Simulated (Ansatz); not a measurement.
LiH, h-MgO type, relaxed with r2SCAN, was run in Ansatz 0.2.0 under altered settings. All numbers are computed, without spin polarisation but where a row says otherwise.

```xyz
4
Lattice="3.2548 0.0000 0.0000 -1.6274 2.8188 0.0000 0.0000 0.0000 4.0691" Properties=species:S:1:pos:R:3 pbc="T T T"
Li    0.0000    1.8792    1.0173
Li    1.6274    0.9396    3.0518
H     1.6274    0.9396    1.0173
H     0.0000    1.8792    3.0518
```

The base run's other keys:
```yaml
kpoints:
  mp_grid: { grid: [6, 6, 4] }
hamiltonian:
  xc: hse06
scf:
  occupations: { method: fixed }
  n_extra_bands: 5
```

It takes 10 iterations with 745 plane waves at 420 eV and 21 k points, and leaves a mean stress of -0.32 GPa. The gap over this mesh is 2.739 eV. It ran on 4 threads of Arm Neoverse N1, with other jobs on the host.

Outcomes, with energy and stress as changes against the base:
```tsv
setting	outcome	ΔF (meV/atom)	Δ mean stress (GPa)	gap on the mesh (eV)	iterations	wall time
PBE hybrid, exx coeff 0.75, omega 0.3 1/Å	converged	–	-0.7	4.099	15	9 s
PBE hybrid, exx coeff 0.05, unscreened	converged	–	+0.3	2.149	9	7.2 s
scf.mixing.beta: 0.05	converged	0.0	0.0	2.739	12	7.8 s
```
A dash marks a value that wasn't obtained or can't be compared. Stress is positive in compression. The base took 7.6 s.

- PBE hybrid, exx coeff 0.75, omega 0.3 1/Å. That is 75 % exact exchange, screened with ω = 0.3 1/Å, against HSE06's 25 % screened at 0.208 1/Å. The mean stress moves by -0.7 GPa and the gap on the mesh by +1.360 eV (to 4.099). Totals of different functionals aren't comparable.
- PBE hybrid, exx coeff 0.05, unscreened. That is 5 % exact exchange, at all ranges, against HSE06's 25 % screened at 0.208 1/Å. The mean stress moves by +0.3 GPa and the gap on the mesh by -0.590 eV (to 2.149). Totals of different functionals aren't comparable.

Within 1 meV an atom, 0.1 GPa and 0.005 eV of the base stay: scf.mixing.beta: 0.05.

The stress of a hybrid is loosely converged in these runs.

The meshes of the hybrids are coarse, so their gaps aren't converged to the digits shown.
